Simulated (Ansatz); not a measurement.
Pb:

```xyz
2
Lattice="3.4800 0.0000 0.0000 -1.7400 3.0138 0.0000 0.0000 0.0000 5.5900" Properties=species:S:1:pos:R:3 pbc="T T T"
Pb    1.7400    1.0046    4.1925
Pb    0.0000    2.0092    1.3975
```

This isn't the form of Pb at room conditions, which is fcc.

| Quantity | Value |
| --- | --- |
| Program | Ansatz 0.2.0 |
| Task | relaxation of cell and atoms |
| Functional | PBEsol0 |
| Potentials or basis | Ansatz PAW |
| Cutoff | 420 eV (not typed: the program's choice for these potentials) |
| k mesh | 5 × 5 × 3 |
| Occupations | fermi-dirac, width 0.05 eV |
| Spin | no spin polarisation |

At the start: volume 29.31 Å³/atom.

Question: How do energy, volume and symmetry change on relaxing?

Answer: It ends after 4 steps and the volume is 30.00 Å³/atom (+2.3 %); space group P6_3/mmc (No. 194, to 0.05 Å).

The path:
| step | energy change (eV) | largest force (eV/Å) | volume (Å³) |
| --- | --- | --- | --- |
| 1 | 0.0000 | 0.0000 | 58.63 |
| 2 | -0.0044 | 0.0000 | 60.35 |
| 3 | -0.0048 | 0.0000 | 59.99 |
| 4 | -0.0049 | 0.0000 | 59.99 |

Final structure:
```xyz
2
Lattice="3.5082 0.0000 0.0000 -1.7541 3.0382 0.0000 0.0000 0.0000 5.6283" Properties=species:S:1:pos:R:3 pbc="T T T"
Pb    1.7541    1.0127    4.2212
Pb    0.0000    2.0255    1.4071
```

Caveat: the k mesh is coarse (spacing up to 0.42 Å⁻¹), so the values aren't converged, least of all with exact exchange; the plane-wave basis is chosen anew once the cell has moved, so the energies of steps on either side of that aren't comparable; the PAW data sets come from PBE, with cores solved anew for the run's functional, which leaves a small shift of forces and pressure.
